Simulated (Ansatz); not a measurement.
## fcc against bcc along group 13

These are results of DFT, revPBE, plane waves (420 eV) with PAW, scalar-relativistic (Ansatz 0.2.0), not measurements. (PAW data from PBE, frozen cores regenerated.)

Each structure is relaxed within its symmetry, in the lowest magnetic state of the tried starts. Differences under about 8 meV lie within the error of the k-point mesh.

| element | E(fcc) − E(bcc) (meV/atom) | V(fcc) (Å³/atom) | V(bcc) (Å³/atom) | state of fcc | state of bcc |
| --- | --- | --- | --- | --- | --- |
| B | -352 | 5.96 | 6.23 | spin not included | spin not included |
| Al | ? | ? | ? | ? | ? |
| Ga | -14 | 19.50 | 19.70 | spin not included | spin not included |
| In | -11 | 28.40 | 28.79 | spin not included | spin not included |
| Tl | 16 | 32.88 | 33.07 | spin not included | spin not included |

Problem. Fill in the row of Al.

Solution. E(fcc) − E(bcc) (meV/atom): -96; V(fcc) (Å³/atom): 16.72; V(bcc) (Å³/atom): 17.20; state of fcc: spin not included; state of bcc: spin not included.
